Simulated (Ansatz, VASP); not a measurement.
GaSb in VASP and in Ansatz

The input INCAR:

```
PREC = Accurate
ENCUT = 520
EDIFF = 1E-6
ISMEAR = -1
SIGMA = 0.05
LREAL = F
LASPH = T
NELM = 60
ALGO = Normal
ISIF = 2
LWAVE = F
LCHARG = T
GGA = RP
LELF = T
LVHAR = T
NBANDS = 16
```

KPOINTS

```
regular mesh
0
Gamma
  8 8 8
```

Contents of POSCAR:

```
GaSb
1.0
    0.0000000000      3.1189956238      3.1189956238
    3.1189956238      0.0000000000      3.1189956238
    3.1189956238      3.1189956238      0.0000000000
Sb Ga
1 1
Direct
    0.7500000000      0.7500000000      0.7500000000
    0.0000000000      0.0000000000      0.0000000000
```

The input input.yaml:

```yaml
crystal:
  lattice:
    - [0.0, 3.1189956238, 3.1189956238]
    - [3.1189956238, 0.0, 3.1189956238]
    - [3.1189956238, 3.1189956238, 0.0]
  atoms:
    - { symbol: Sb, position: [0.75, 0.75, 0.75] }
    - { symbol: Ga, position: [0.0, 0.0, 0.0] }
hamiltonian:
  xc: rpbe
  pseudopotentials: { kind: paw }
kpoints:
  mp_grid: { grid: [8, 8, 8] }
scf:
  occupations: { method: fermi_dirac, width: 0.05 }
output:
  forces: true
  stress: true
  eigenvalues: true
```

Alike in both runs: task single point; functional RPBE; k mesh 8 × 8 × 8; occupations fermi-dirac, width 0.05 eV; no spin polarisation.

|  | VASP | Ansatz |
| --- | --- | --- |
| version | VASP 6.6.1 | Ansatz 0.2.0 |
| potentials or method | VASP PAW PBE potentials, release 64 (Sb, Ga_d) | Ansatz PAW |
| plane-wave cutoff (eV) | 520 | 420 |
| valence electrons in the cell | 18 | 28 |

|  | VASP | Ansatz | Ansatz less VASP |
| --- | --- | --- | --- |
| gap on the k mesh at the Fermi level (eV) | none | none | - |
| pressure (GPa) | 1.0 | 1.0 | -0.05 |

A gap of «none» marks a metal or a gap that the smearing closes. The two sets of potentials don't hold the same shells in valence.

Caveats: the PAW data sets were made with another functional, which shifts forces and pressure a little (VASP); this crystal is a semiconductor, whose small gap the functional closes, so the metal is an error of the method (VASP); the PAW data sets come from PBE, with cores solved anew for the run's functional, which leaves a small shift of forces and pressure (Ansatz). The runs have no spin-orbit coupling, so splittings on Sb are missing.
